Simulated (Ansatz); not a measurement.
Theory: DFT PBE, scalar-relativistic, plane waves, PAW (Ansatz 0.2.0). All cells share a 420 eV cutoff and Γ-centred k meshes spaced at most about 0.3 Å⁻¹ (about 0.25 or finer for metals, 2π included). No spin polarisation.

All energies are static (0 K, no zero-point motion). Both are relaxed sheets, periodic along a and b.

Two relaxed structures of Se:

A.

```
Se
1.0
     2.61550    0.30268    0.00000
    -0.30230    2.61555    0.00000
     0.00000    0.00000   23.80000
Se
1
Direct
  0.00000 0.00000 0.29412
```

B.

```
Se
1.0
     3.03975    0.00000    0.00000
    -1.51988    2.63251    0.00000
     0.00000    0.00000   34.28570
Se
3
Direct
  0.00000 0.00000 0.17210
  0.00000 0.00000 0.32373
  0.00000 0.00000 0.24792
```

Problem. Which would you expect to be lower, and how large is the difference?

Solution. A is lower, by 206 meV/atom. A has layer group p4/mmm (No. 61), 6.9 Å²/atom and no gap on its mesh; B has layer group p6/mmm (No. 80), 2.7 Å²/atom and no gap. Counting all near atoms (those within 1.25 times the shortest such distance or 1.15 times the sum of covalent radii; a plus sign parts nearer from farther groups; a slash parts the counts of unlike sites), A has Se 4 and B has Se 1+6/2+6. Both come from invented guesses. The lowest form computed isn't among them: it has layer group pmma (No. 41), 6.6 Å²/atom and lies 47 meV/atom below the best shown.

Cells relaxed within their symmetry can be saddle points. Some candidate types were left out of the draw beforehand, so a known form may be missing.
